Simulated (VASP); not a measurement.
# Si (Fd-3m) in VASP: further runs

Aim: see how the results for Si move with the level of theory and the settings. Levels: PBE0, PBE, r2SCAN, TB-mBJ, LDA. Tasks: band structure.

Everything below comes from runs of VASP 6.6.1. Logs are shortened: lines on timing, memory, paths and dates and some standing lists are left out, and cuts for length are marked.

## Step 1: The structure

Symmetry: Fd-3m, No. 227, cubic system. The conventional cell has a = 5.469 Å, b = 5.469 Å, c = 5.469 Å, α = 90.00°, β = 90.00°, γ = 90.00°. Si (site symmetry -43m) has 4 Si at 2.37 Å as nearest neighbours.

## Step 2: Band structure, PBE0

File POSCAR:

```
Si                                      
1.0
    0.0000000000      2.7342968687      2.7342968687
    2.7342968687      0.0000000000      2.7342968687
    2.7342968687      2.7342968687      0.0000000000
  Si            
     2
Direct
     0.7500000000000000    0.7500000000000000    0.7500000000000000
     0.5000000000000000    0.5000000000000000    0.5000000000000000
```

File INCAR.step1:

```
  PREC = Accurate
  ENCUT = 520
  EDIFF = 1E-5
  ISMEAR = 0
  SIGMA = 0.03
  LREAL = False
  LASPH = True
  NELM = 80
  ALGO = Normal
  ISIF = 2
  LWAVE = True
  LCHARG = False
  NBANDS = 11
  KPAR = 4
  GGA = PE
```

File INCAR.step2:

```
  PREC = Accurate
  ENCUT = 520
  EDIFF = 1E-6
  ISMEAR = 0
  SIGMA = 0.03
  LREAL = False
  LASPH = True
  NELM = 80
  ALGO = Normal
  ISIF = 2
  LWAVE = False
  LCHARG = False
  GGA = PE
  LHFCALC = True
  AEXX = 0.25
  PRECFOCK = Fast
  HFRCUT = -1
  NBANDS = 11
  KPAR = 4
  ISTART = 1
```

File KPOINTS:

```
Automatic mesh
0
Gamma
  6 6 6
```

File KPOINTS_OPT:

```
explicit points
9
Reciprocal
 0.0000000000  0.0000000000  0.0000000000 1
 0.3750000000  0.3750000000  0.7500000000 1
 0.5000000000  0.5000000000  0.5000000000 1
 0.6250000000  0.2500000000  0.6250000000 1
 0.5000000000  0.2500000000  0.7500000000 1
 0.5000000000  0.0000000000  0.5000000000 1
 0.4000000000  0.0000000000  0.4000000000 1
 0.4250000000  0.0000000000  0.4250000000 1
 0.4500000000  0.0000000000  0.4500000000 1
```

Potentials or basis: VASP PAW PBE potentials, release 64 (Si).

The run is started by

```console
cat potpaw_PBE.64/Si/POTCAR > POTCAR
cp INCAR.step1 INCAR
mpirun -np 4 vasp_std > vasp.out
cp INCAR.step2 INCAR
mpirun -np 4 vasp_std > vasp.out
```

OUTCAR:

```text
PREC = Accurate
   ENCUT = 520
   EDIFF = 1E-6
   ISMEAR = 0
   LREAL = False
   LASPH = True
   NELM = 80
   ISIF = 2
   GGA = PE
   LHFCALC = True
   AEXX = 0.25
   PRECFOCK = Fast
   ISTART = 1

 ion  position               nearest neighbor table
   1  0.750  0.750  0.750-   2 2.37   2 2.37   2 2.37   2 2.37
   2  0.500  0.500  0.500-   1 2.37   1 2.37   1 2.37   1 2.37

  LATTYP: Found a face centered cubic cell.
 ALAT       =     5.4685937374

  Lattice vectors:

 A1 = (   0.0000000000,   2.7342968687,   2.7342968687)
 A2 = (   2.7342968687,   0.0000000000,   2.7342968687)
 A3 = (   2.7342968687,   2.7342968687,   0.0000000000)

Analysis of symmetry for initial positions (statically):
=====================================================================
 Subroutine PRICEL returns:
 Original cell was already a primitive cell.

 Routine SETGRP: Setting up the symmetry group for a
 face centered cubic supercell.

 Subroutine GETGRP returns: Found 48 space group operations
 (whereof 24 operations were pure point group operations)
 out of a pool of 48 trial point group operations.

The static configuration has the point symmetry T_d .
 The point group associated with its full space group is O_h .

Analysis of symmetry for dynamics (positions and initial velocities):
=====================================================================
 Subroutine PRICEL returns:
 Original cell was already a primitive cell.

 Routine SETGRP: Setting up the symmetry group for a
 face centered cubic supercell.

 Subroutine GETGRP returns: Found 48 space group operations
 (whereof 24 operations were pure point group operations)
 out of a pool of 48 trial point group operations.

The dynamic configuration has the point symmetry T_d .
 The point group associated with its full space group is O_h .

 Subroutine INISYM returns: Found 48 space group operations
 (whereof 24 operations are pure point group operations),
 and found     1 'primitive' translations

----------------------------------------------------------------------------------------

                                     Primitive cell

  volume of cell :      40.8853

  direct lattice vectors                    reciprocal lattice vectors
     0.000000000  2.734296869  2.734296869    -0.182862368  0.182862368  0.182862368
     2.734296869  0.000000000  2.734296869     0.182862368 -0.182862368  0.182862368
     2.734296869  2.734296869  0.000000000     0.182862368  0.182862368 -0.182862368

  length of vectors
     3.866879715  3.866879715  3.866879715     0.316726912  0.316726912  0.316726912

  position of ions in fractional coordinates (direct lattice)
     0.750000000  0.750000000  0.750000000
     0.500000000  0.500000000  0.500000000

  ion indices of the primitive-cell ions
   primitive index   ion index
                 1           1
                 2           2

----------------------------------------------------------------------------------------

 KPOINTS: Automatic mesh

Automatic generation of k-mesh.
 Grid dimensions read from file:
 generate k-points for:    6    6    6

 Generating k-lattice:

  Cartesian coordinates                     Fractional coordinates (reciprocal lattice)
    -0.030477061  0.030477061  0.030477061     0.166666667  0.000000000  0.000000000
     0.030477061 -0.030477061  0.030477061     0.000000000  0.166666667  0.000000000
     0.030477061  0.030477061 -0.030477061     0.000000000  0.000000000  0.166666667

  Length of vectors
     0.052787819  0.052787819  0.052787819

  Shift w.r.t. Gamma in fractional coordinates (k-lattice)
     0.000000000  0.000000000  0.000000000

 Subroutine IBZKPT returns following result:
 ===========================================

 Found     16 irreducible k-points:

 Following reciprocal coordinates:
            Coordinates               Weight
  0.000000  0.000000  0.000000      1.000000
  0.166667  0.000000  0.000000      8.000000
  0.333333  0.000000  0.000000      8.000000
  0.500000  0.000000  0.000000      4.000000
  0.166667  0.166667  0.000000      6.000000
  0.333333  0.166667  0.000000     24.000000
[... 8 lines left out ...]
 -0.333333  0.333333  0.166667     24.000000
 -0.333333  0.500000  0.166667     12.000000
   k-points           NKPTS =     16   k-points in BZ     NKDIM =    216   number of bands    NBANDS=     11
   number of dos      NEDOS =    301   number of ions     NIONS =      2
   total plane-waves  NPLWV =  27000
   dimension x,y,z NGX =    30 NGY =   30 NGZ =   30
   dimension x,y,z NGXF=    60 NGYF=   60 NGZF=   60
   ions per type =               2
   NGX,Y,Z   is equivalent  to a cutoff of  12.90, 12.90, 12.90 a.u.
   NGXF,Y,Z  is equivalent  to a cutoff of  25.80, 25.80, 25.80 a.u.
 SYSTEM =  unknown system
   PREC   = accura    normal or accurate (medium, high low for compatibility)
   ISTART =      1    job   : 0-new  1-cont  2-samecut
   ICHARG =      0    charge: 1-file 2-atom 10-const
   ISPIN  =      1    spin polarized calculation?
   LNONCOLLINEAR =      F non collinear calculations
   LSORBIT =      F    spin-orbit coupling
   LASPH  =      T    aspherical Exc in radial PAW
   ENCUT  =  520.0 eV  38.22 Ry    6.18 a.u.   7.19  7.19  7.19*2*pi/ulx,y,z
   NELM   =     80;   NELMIN=  2; NELMDL=  0     # of ELM steps
   EDIFF  = 0.1E-05   stopping-criterion for ELM
   LREAL  =      F    real-space projection
   EDIFFG = 0.1E-04   stopping-criterion for IOM
   NSW    =      0    number of steps for IOM
   IBRION =     -1    ionic relax: 0-MD 1-quasi-New 2-CG
   NFREE  =      0    steps in history (QN), initial steepest desc. (CG)
   ISIF   =      2    stress and relaxation
   ISYM   =      3    0-nonsym 1-usesym 2-fastsym
   POTIM  = 0.5000    time-step for ionic-motion
   TEBEG  =    0.0;   TEEND  =   0.0 temperature during run
   PSTRESS=    0.0 pullay stress
   NELECT =       8.0000    total number of electrons
   NUPDOWN=      -1.0000    fix difference up-down
   EMIN   =  10.00;   EMAX   =-10.00  energy-range for DOS
   EFERMI =   0.00;   METHOD = LEGACY
   ISMEAR =     0;   SIGMA  =   0.03  broadening in eV -4-tet -1-fermi 0-gaus
   EFERMI_NEDOS =   21; number of points for ismear=-14 and -15
   IALGO  =     38    algorithm
   IMIX   =      1    mixing-type and parameters
     AMIX     =   0.40;   BMIX     =  1.00
     AMIX_MAG =   1.60;   BMIX_MAG =  1.00
  volume/ion in A,a.u.               =      20.44       137.95
  Fermi-wavevector in a.u.,A,eV,Ry     =   0.950421  1.796034 12.290133  0.903299
  Thomas-Fermi vector in A             =   2.078796
   LORBIT       =      0    0 simple, 1 ext, 2 COOP (PROOUT), +10 PAW based schemes
   GGA     = PE    functional components
   LHFCALC =     T    Hartree Fock is set to
   PRECFOCK=fast      Normal, Fast or Accurate (Low or Medium for compatibility)
   ENCUT4O =  -1.0   cutoff for four orbital integrals eV
   NKREDX  =     1    reduce k-point grid by
   NKREDY  =     1    reduce k-point grid by
   NKREDZ  =     1    reduce k-point grid by
   AEXX    =    0.2500 exact exchange contribution
   HFSCREEN=    0.0000 screening length (either q_TF or 0.3 A-1)
   HFSCREENC=   0.0000 screening length for correlation (either q_TF or 0.3 A-1)
   ENCUTFOCK=  -1.0 apply spherical cutoff to Coloumb kernel
   IVDW    =     0    specifies the selected vdW correction
   LEPSILON=     F    determine dielectric tensor
   LRPA    =     F    only Hartree local field effects (RPA)
 non-spin polarized calculation
 Gauss-broadening in eV      SIGMA  =   0.03
  energy-cutoff  :      520.00
  volume of cell :       40.89
 maximum number of plane-waves:      1113
 NGX is ok and might be reduce to    30
  NGX = 18; NGY = 18; NGZ = 18

 number of electron       8.0000001 magnetization

 Free energy of the ion-electron system (eV)
  ---------------------------------------------------
  ext. energy  EPLUGINS =         0.00000000
  ---------------------------------------------------
  free energy    TOTEN  =       -13.54704463 eV

  energy without entropy =      -13.54704463  energy(sigma->0) =      -13.54704463

 E-fermi :   5.0938     XC(G=0):  -7.3917

 val. band max:        4.9356400210   @ k =   0.0000   0.0000   0.0000
 cond. band min:       6.9272669891   @ k =   0.5000   0.5000   0.0000
 fundamental gap:      1.9916269681
 Fermi energy:         5.0937667816

 k-point     1 :       0.0000    0.0000    0.0000
  band No.  band energies     occupation
      1      -8.3113      2.00000
      2       4.9356      2.00000
      3       4.9356      2.00000
      4       4.9356      2.00000
      5       8.9169      0.00000
      6       8.9169      0.00000
      7       8.9169      0.00000
      8       9.6760      0.00000
      9      14.3372      0.00000
     10      14.4211      0.00000
     11      14.4211      0.00000

 k-point     2 :       0.1667    0.0000    0.0000
  band No.  band energies     occupation
      1      -7.9146      2.00000
      2       2.3517      2.00000
      3       4.4615      2.00000
      4       4.4615      2.00000
      5       8.6424      0.00000
      6       9.6063      0.00000
      7       9.6063      0.00000
      8      11.8919      0.00000
      9      13.7231      0.00000
     10      13.7231      0.00000
     11      15.5551      0.00000

 k-point     3 :       0.3333    0.0000    0.0000
  band No.  band energies     occupation
      1      -6.8099      2.00000
      2      -0.9675      2.00000
      3       3.8476      2.00000
      4       3.8476      2.00000
      5       8.0009      0.00000
      6       9.9451      0.00000
      7       9.9451      0.00000
      8      14.4262      0.00000
      9      14.6820      0.00000
     10      14.6820      0.00000
     11      15.6563      0.00000
[... 155 lines left out ...]
 k-point    15 :      -0.3333    0.3333    0.1667
  band No.  band energies     occupation
      1      -4.7301      2.00000
      2      -2.6721      2.00000
      3       0.5743      2.00000
      4       1.9625      2.00000
      5       9.7129      0.00000
      6       9.9615      0.00000
      7      12.6612      0.00000
      8      13.1530      0.00000
      9      14.2429      0.00000
     10      17.9617      0.00000
     11      18.7709      0.00000

 k-point    16 :      -0.3333    0.5000    0.1667
  band No.  band energies     occupation
      1      -3.6329      2.00000
      2      -3.6329      2.00000
      3       0.9894      2.00000
      4       0.9894      2.00000
      5       9.0807      0.00000
      6       9.0807      0.00000
      7      13.3922      0.00000
      8      13.3922      0.00000
      9      17.4303      0.00000
     10      17.4303      0.00000
     11      19.8139      0.00000

------------------------ aborting loop because EDIFF is reached ----------------------------------------

  FORCE on cell =-STRESS in cart. coord.  units (eV):
  Direction    XX          YY          ZZ          XY          YZ          ZX
  --------------------------------------------------------------------------------------
  -------------------------------------------------------------------------------------
  Total       -0.5064336     -0.5064336     -0.5064336     -0.0000000      0.0000000     -0.0000000
  in kB      -19.8456836    -19.8456836    -19.8456836     -0.0000000      0.0000000     -0.0000000
  external PRESSURE =     -19.8456836 kB  Pullay stress =       0.0000000 kB

 VOLUME and BASIS-vectors are now :
 -----------------------------------------------------------------------------
  energy-cutoff  :      520.00
  volume of cell :       40.89
      direct lattice vectors                 reciprocal lattice vectors
     0.000000000  2.734296869  2.734296869    -0.182862368  0.182862368  0.182862368
     2.734296869  0.000000000  2.734296869     0.182862368 -0.182862368  0.182862368
     2.734296869  2.734296869  0.000000000     0.182862368  0.182862368 -0.182862368

 POSITION                                       TOTAL-FORCE (eV/Angst)
 -----------------------------------------------------------------------------------
      4.10145      4.10145      4.10145         0.000000     -0.000000      0.000000
      2.73430      2.73430      2.73430        -0.000000      0.000000     -0.000000
 -----------------------------------------------------------------------------------
    total drift:                               -0.000000      0.000000     -0.000000

  FREE ENERGIE OF THE ION-ELECTRON SYSTEM (eV)
  ---------------------------------------------------
  free  energy   TOTEN  =       -13.5470446294 eV

  energy  without entropy=      -13.5470446294  energy(sigma->0) =      -13.54704463
```

It took 82 s on 4 MPI ranks of AMD EPYC 9R45 (Zen 5), shared host; peak memory 0.17 GiB.

Results:

```
Free energy             : -13.5470 eV
Pressure                : -2.0 GPa
Band gap on the k mesh  : 1.99 eV, indirect (least direct gap 3.98 eV)
Band gap along the path : 1.84 eV, indirect (least direct gap 3.98 eV)
```

Levels at points of the mesh, in eV from the valence-band top:
```
           k point  band 2  band 3  band 4  band 5  band 6  band 7
(0.00, 0.00, 0.00)    0.00    0.00    0.00    3.98    3.98    3.98
(0.50, 0.00, 0.00)   -7.71   -1.32   -1.32    2.82    4.83    4.83
(0.50, 0.50, 0.00)   -8.70   -3.13   -3.13    1.99    1.99   12.03
```

Caveat: the PAW data sets were made with another functional, which shifts forces and pressure a little; the mesh misses the band edges, which the band path finds closer together.

## Step 3: Band structure, PBE

File INCAR:

```
SYSTEM = Si
  PREC = Accurate
  ENCUT = 520
  EDIFF = 1E-6
  ISMEAR = 0
  SIGMA = 0.03
  LREAL = .False.
  LASPH = .True.
  NELM = 80
  ALGO = Fast
  ISIF = 2
  LWAVE = .False.
  LCHARG = .False.
  GGA = PE
  NBANDS = 11
  ICORELEVEL = 1
```

File KPOINTS:

```
Automatic mesh
0
Gamma
  10 10 10
  0 0 0
```

POSCAR is that of step 2.

File KPOINTS_OPT:

```
explicit points
209
Reciprocal
 0.0000000000  0.0000000000  0.0000000000 1
 0.0263157895  0.0000000000  0.0263157895 1
 0.0526315789  0.0000000000  0.0526315789 1
 0.0789473684  0.0000000000  0.0789473684 1
 0.1052631579  0.0000000000  0.1052631579 1
 0.1315789474  0.0000000000  0.1315789474 1
[... 201 lines left out ...]
 0.4250000000  0.0000000000  0.4250000000 1
 0.4500000000  0.0000000000  0.4500000000 1
```

Potentials or basis: VASP PAW PBE potentials, release 64 (Si).

The run is started by

```console
cat potpaw_PBE.64/Si/POTCAR > POTCAR
mpirun -np 1 vasp_std > vasp.out
```

Run time: 73 s. Hardware: 1 thread of Intel Xeon Platinum 8488C (Sapphire Rapids), shared host; peak memory 0.17 GiB.

Results (log left out):

| Quantity | Value |
| --- | --- |
| Free energy | -10.8492 eV |
| Pressure | 0.0 GPa |
| Band gap on the k mesh | 0.62 eV, indirect (least direct gap 2.56 eV) |
| Band gap along the path | 0.61 eV, indirect (least direct gap 2.56 eV) |

Levels at the corners of the path, in eV from the valence-band top:
| point | band 1 | band 2 | band 3 | band 4 | band 5 | band 6 | band 7 | band 8 |
| --- | --- | --- | --- | --- | --- | --- | --- | --- |
| Γ | -11.81 | 0.00 | 0.00 | 0.00 | 2.56 | 2.56 | 2.56 | 3.13 |
| X | -7.75 | -7.75 | -2.79 | -2.79 | 0.75 | 0.75 | 9.94 | 9.94 |
| X | -7.75 | -7.75 | -2.79 | -2.79 | 0.75 | 0.75 | 9.94 | 9.94 |
| W | -7.59 | -7.59 | -3.76 | -3.76 | 4.27 | 4.27 | 4.93 | 4.93 |
| W | -7.59 | -7.59 | -3.76 | -3.76 | 4.27 | 4.27 | 4.93 | 4.93 |
| K | -8.16 | -7.16 | -4.20 | -2.38 | 1.23 | 4.11 | 7.38 | 7.92 |
| K | -8.16 | -7.16 | -4.20 | -2.38 | 1.23 | 4.11 | 7.38 | 7.92 |
| Γ | -11.81 | 0.00 | 0.00 | 0.00 | 2.56 | 2.56 | 2.56 | 3.13 |
| Γ | -11.81 | 0.00 | 0.00 | 0.00 | 2.56 | 2.56 | 2.56 | 3.13 |
| L | -9.54 | -6.87 | -1.18 | -1.18 | 1.47 | 3.35 | 3.35 | 7.70 |
| L | -9.54 | -6.87 | -1.18 | -1.18 | 1.47 | 3.35 | 3.35 | 7.70 |
| U | -8.16 | -7.16 | -4.20 | -2.38 | 1.23 | 4.11 | 7.38 | 7.92 |
| U | -8.16 | -7.16 | -4.20 | -2.38 | 1.23 | 4.11 | 7.38 | 7.92 |
| W | -7.59 | -7.59 | -3.76 | -3.76 | 4.27 | 4.27 | 4.93 | 4.93 |
| W | -7.59 | -7.59 | -3.76 | -3.76 | 4.27 | 4.27 | 4.93 | 4.93 |
| L | -9.54 | -6.87 | -1.18 | -1.18 | 1.47 | 3.35 | 3.35 | 7.70 |
| L | -9.54 | -6.87 | -1.18 | -1.18 | 1.47 | 3.35 | 3.35 | 7.70 |
| K | -8.16 | -7.16 | -4.20 | -2.38 | 1.23 | 4.11 | 7.38 | 7.92 |
| U | -8.16 | -7.16 | -4.20 | -2.38 | 1.23 | 4.11 | 7.38 | 7.92 |
| X | -7.75 | -7.75 | -2.79 | -2.79 | 0.75 | 0.75 | 9.94 | 9.94 |

Core levels (eV, on the scale of the bands):
```tsv
atom	levels
1 Si	1s -1774.1, 2s -128.1, 2p -84.1
2 Si	1s -1774.1, 2s -128.1, 2p -84.1
```

As with any semilocal functional, this PBE gap is likely too small.

## Step 4: Band structure, r2SCAN

Edit INCAR of step 3 so:

```diff
@@ -9,3 +9,3 @@
   NELM = 80
-  ALGO = Fast
+  ALGO = Normal
   ISIF = 2
@@ -13,4 +13,4 @@
   LCHARG = .False.
-  GGA = PE
+  METAGGA = R2SCAN
+  LMIXTAU = .True.
   NBANDS = 11
-  ICORELEVEL = 1
```

KPOINTS is that of step 3.

POSCAR is that of step 3.

KPOINTS_OPT is that of step 3.

The run is started by

```console
cat potpaw_PBE.64/Si/POTCAR > POTCAR
mpirun -np 1 vasp_std > vasp.out
```

It took 3.8 min on 1 thread of Intel Xeon Platinum 8488C (Sapphire Rapids), shared host; peak memory 0.17 GiB.

The run converged. Its results:

* Free energy: -17.5469 eV
* Pressure: -1.5 GPa
* Band gap on the k mesh: 0.81 eV, indirect (least direct gap 2.75 eV)
* Band gap along the path: 0.81 eV, indirect (least direct gap 2.75 eV)

Levels at the corners of the path, in eV from the valence-band top:
```csv
point,band 1,band 2,band 3,band 4,band 5,band 6,band 7,band 8,band 9
Γ,-12.38,0.00,0.00,0.00,2.75,2.75,2.75,3.73,8.12
X,-8.09,-8.09,-2.95,-2.95,0.96,0.96,10.69,10.69,11.55
X,-8.09,-8.09,-2.95,-2.95,0.96,0.96,10.69,10.69,11.55
W,-7.93,-7.93,-3.94,-3.94,4.60,4.60,5.35,5.35,11.16
W,-7.93,-7.93,-3.94,-3.94,4.60,4.60,5.35,5.35,11.16
K,-8.53,-7.47,-4.39,-2.51,1.46,4.45,7.90,8.48,8.73
K,-8.53,-7.47,-4.39,-2.51,1.46,4.45,7.90,8.48,8.73
Γ,-12.38,0.00,0.00,0.00,2.75,2.75,2.75,3.73,8.12
Γ,-12.38,0.00,0.00,0.00,2.75,2.75,2.75,3.73,8.12
L,-9.98,-7.17,-1.25,-1.25,1.81,3.60,3.60,8.30,11.11
L,-9.98,-7.17,-1.25,-1.25,1.81,3.60,3.60,8.30,11.11
U,-8.53,-7.47,-4.39,-2.51,1.46,4.45,7.90,8.48,8.73
U,-8.53,-7.47,-4.39,-2.51,1.46,4.45,7.90,8.48,8.73
W,-7.93,-7.93,-3.94,-3.94,4.60,4.60,5.35,5.35,11.16
W,-7.93,-7.93,-3.94,-3.94,4.60,4.60,5.35,5.35,11.16
L,-9.98,-7.17,-1.25,-1.25,1.81,3.60,3.60,8.30,11.11
L,-9.98,-7.17,-1.25,-1.25,1.81,3.60,3.60,8.30,11.11
K,-8.53,-7.47,-4.39,-2.51,1.46,4.45,7.90,8.48,8.73
U,-8.53,-7.47,-4.39,-2.51,1.46,4.45,7.90,8.48,8.73
X,-8.09,-8.09,-2.95,-2.95,0.96,0.96,10.69,10.69,11.55
```

Caveat: the PAW data sets were made with another functional, which shifts forces and pressure a little. r2SCAN opens gaps a little over a GGA but as a rule still falls short of measured ones.

(Part 1 of 2 ends here.)
